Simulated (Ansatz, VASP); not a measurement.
**AlN: VASP beside Ansatz**

```
Al N
1.0
     3.13021    0.00000    0.00000
    -1.56510    2.71084    0.00000
     0.00000    0.00000    5.01804
Al N
2 2
Direct
  0.66667 0.33333 0.49923
  0.33333 0.66667 0.99923
  0.66667 0.33333 0.88077
  0.33333 0.66667 0.38077
```

Alike in both runs: functional PBE; k mesh 12 × 12 × 6; occupations gaussian, width 0.02 eV; no spin polarisation.

Ansatz relaxed the structure, and its values are those at the end. VASP's run is a single point on that final structure, the one shown.

|  | VASP | Ansatz |
| --- | --- | --- |
| version | VASP 6.6.1 | Ansatz 0.2.0 |
| potentials or method | VASP PAW PBE potentials, release 64 (Al, N) | scalar-relativistic, plane waves, PAW |
| plane-wave cutoff (eV) | 520 | 420 |
| valence electrons in the cell | 16 | 16 |

```csv
,VASP,Ansatz,Ansatz less VASP
gap on the k mesh at the Fermi level (eV),4.04,4.03,-0.009
least direct gap on the mesh (eV),4.04,4.03,-0.009
pressure (GPa),-0.3,0.0,+0.27
```

A k mesh can miss the band edges. As with any semilocal functional, this PBE gap is likely too small.
